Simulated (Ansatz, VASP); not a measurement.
## One calculation of GdN, two programs

INCAR

```
SYSTEM = GdN
ALGO     = Normal         ! electronic algorithm
EDIFF    = 1E-7           ! SCF threshold, eV
ENCUT    = 520            ! plane-wave cutoff, eV
GGA      = PE             ! functional
ISIF     = 2              ! what is computed and relaxed
ISMEAR   = 0              ! smearing method
ISPIN    = 2              ! spin polarisation
LASPH    = .True.         ! aspherical terms in the spheres
LCHARG   = .False.        ! write CHGCAR
LDAU     = .True.         ! DFT+U
LDAUJ    = 0 0          
LDAUL    = 3 -1           ! shell
LDAUPRINT= 1            
LDAUTYPE = 2            
LDAUU    = 6 0            ! U, eV
LMAXMIX  = 6              ! l up to which the mixer works
LORBIT   = 11             ! projections on sites
LREAL    = .False.        ! projectors in reciprocal space
LWAVE    = .False.        ! write WAVECAR
MAGMOM   = 7.64 -0.16     ! initial moments
NBANDS   = 22             ! bands
NELM     = 150            ! most SCF steps
PREC     = Accurate       ! precision mode
SIGMA    = 0.05           ! smearing width, eV
```

KPOINTS

```
k-points
0
Gamma
  10 10 10
  0 0 0
```

The input POSCAR:

```
GdN
1.0
    0.0000000000      2.5339256966      2.5339256966
    2.5339256966      0.0000000000      2.5339256966
    2.5339256966      2.5339256966      0.0000000000
Gd N
1 1
Direct
    0.0000000000      0.0000000000      0.0000000000
    0.5000000000      0.5000000000      0.5000000000
```

Input for Ansatz:

```yaml
crystal:
  lattice:
    - [0.0, 2.5339256966, 2.5339256966]
    - [2.5339256966, 0.0, 2.5339256966]
    - [2.5339256966, 2.5339256966, 0.0]
  atoms:
    - { symbol: Gd, position: [0.0, 0.0, 0.0], spin: 7.64 }
    - { symbol: "N", position: [0.5, 0.5, 0.5] }
basis:
  ecutwfc: 420
  ecutrho_ratio: 4
kpoints:
  mp_grid: { grid: [10, 10, 10] }
hamiltonian:
  xc: pbe
  hubbard:
    sites:
      - { species: Gd, l: f, u_eff: 6.0, starting_ns: start.occupation_matrices }
    ns_hold: { iters: 6 }
scf:
  occupations: { method: gaussian, width: 0.05 }
  lower_state_search: "off"
output:
  forces: true
  stress: true
  eigenvalues: true
  populations: true
  hubbard: { sites: [{ species: Gd, l: f }] }
magnetization:
  spin_polarized: true
```

Alike in both runs: task single point; functional PBE; k mesh 10 × 10 × 10; occupations gaussian, width 0.05 eV; collinear spin; Hubbard terms Gd f U = 6.0 eV.

|  | VASP | Ansatz |
| --- | --- | --- |
| version | VASP 6.6.1 | Ansatz 0.2.0 |
| potentials or method | VASP PAW PBE potentials, release 64 (Gd, N) | scalar-relativistic, plane waves, PAW |
| plane-wave cutoff (eV) | 520 | 420 |
| valence electrons in the cell | 23 | 23 |

```csv
,VASP,Ansatz,Ansatz less VASP
gap on the k mesh at the Fermi level (eV),none,none,-
pressure (GPa),-5.1,-5.4,-0.26
net moment per atom (μB),3.50,3.50,0.000
size of the moment on the site where the two differ most (μB),6.87,6.95,+0.075
```

Site moments also hang on the region over which each program counts them. The programs project onto different local orbitals, so the same U acts differently. A gap of «none» marks a metal or a gap that the smearing closes. Ansatz warned: «filled_band_counts_differ_across_k_points».

Caveats: spin-orbit coupling is left out, which moves the levels of the heavy elements; a cell with one magnetic atom can't hold antiferromagnetic order, which such compounds often take. The state reached can hang on the start; a lower one may exist.
